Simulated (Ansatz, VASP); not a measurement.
Two plane-wave programs on Zr8O15 (a cell with a defect) (Cubic zirconia)

```
CELL_PARAMETERS angstrom
0.00000 5.07000 5.07000
5.07000 0.00000 5.07000
5.07000 5.07000 0.00000
ATOMIC_POSITIONS crystal
Zr 0.00120 0.00120 0.00120
Zr 0.00120 0.00120 0.49640
Zr 0.00120 0.49640 0.00120
Zr 0.00447 0.49851 0.49851
Zr 0.49640 0.00120 0.00120
Zr 0.49851 0.00447 0.49851
Zr 0.49851 0.49851 0.00447
Zr 0.49851 0.49851 0.49851
O 0.12818 0.12818 0.62182
O 0.12818 0.62182 0.12818
O 0.12818 0.62182 0.62182
O 0.62182 0.12818 0.12818
O 0.62182 0.12818 0.62182
O 0.62182 0.62182 0.12818
O 0.62500 0.62500 0.62500
O 0.37500 0.37500 0.37500
O 0.36847 0.36847 0.88153
O 0.36847 0.88153 0.36847
O 0.36847 0.88153 0.88153
O 0.88153 0.36847 0.36847
O 0.88153 0.36847 0.88153
O 0.88153 0.88153 0.36847
O 0.87500 0.87500 0.87500
```

Change from the starting cell: O vacancy, charge +0, ions relaxed.

Alike in both runs: functional PBE; k mesh 3 × 3 × 3; occupations fermi-dirac, width 0.01 eV; collinear spin.

Ansatz relaxed the structure, and its values are those at the end. VASP's run is a single point on that final structure, the one shown.

|  | VASP | Ansatz |
| --- | --- | --- |
| version | VASP 6.6.1 | Ansatz 0.2.0 |
| potentials or method | VASP PAW PBE potentials, release 64 (Zr_sv, O) | plane-wave PAW, scalar-relativistic |
| plane-wave cutoff (eV) | 520 | 420 |
| valence electrons in the cell | 186 | 186 |

|  | VASP | Ansatz | Ansatz less VASP |
| --- | --- | --- | --- |
| gap on the k mesh at the Fermi level (eV) | 0.84 | 0.84 | +0.004 |
| pressure (GPa) | 5.6 | 5.3 | -0.30 |
| rms of the force components (eV/Å) | 0.008 | 0.006 | -0.0015 |
| net moment per atom (μB) | 0.00 | 0.00 | 0.000 |

Ansatz warned: «gradients_without_spin_orbit».
